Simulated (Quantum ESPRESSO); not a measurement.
# WC (Qusongite) in Quantum ESPRESSO: the effect of functional

WC (Qusongite):

```
W C
1.0
     2.90650    0.00000    0.00000
    -1.45325    2.51710    0.00000
     0.00000    0.00000    2.83660
W C
1 1
Direct
  0.00000 0.00000 0.00000
  0.66667 0.33333 0.50000
```

Alike in all runs:

```yaml
Program: Quantum ESPRESSO 7.5
Task: phonons
Cutoff: 1116 eV
Density_cutoff: 4463 eV
k_mesh: 7 × 7 × 6
Occupations: cold, width 0.2 eV
Spin: no spin polarisation
```

Each run relaxes the cell or the atoms first.

One run gave: relaxed volume 10.92 Å³/atom; highest phonon frequency 572 cm⁻¹. Which functional did it use?
A. BLYP
B. PBEsol
C. RPBE
D. LDA
E. PBE

A.

| functional | potentials or basis | relaxed volume (Å³/atom) | highest phonon frequency (cm⁻¹) |
| --- | --- | --- | --- |
| LDA | PseudoDojo 0.4.1 SR LDA standard | 10.12 | 634 |
| PBE | PseudoDojo 0.4.1 SR PBE standard | 10.54 | 613 |
| PBEsol | PseudoDojo 0.4.1 SR PBEsol standard | 10.31 | 628 |
| PW91 | PseudoDojo 0.4.1 SR PBE standard | 10.56 | 607 |
| RPBE | PseudoDojo 0.4.1 SR PBE standard | 10.63 | 607 |
| BLYP | PseudoDojo 0.4.1 SR PBE standard | 10.92 | 572 |
| vdW-DF-cx | PseudoDojo 0.4.1 SR PBE standard | 10.38 | 623 |

Caveats: all runs use coarse meshes; the mesh is thin for the phonons of a metal; the potentials were made for another functional, which shifts forces and pressure (some runs).
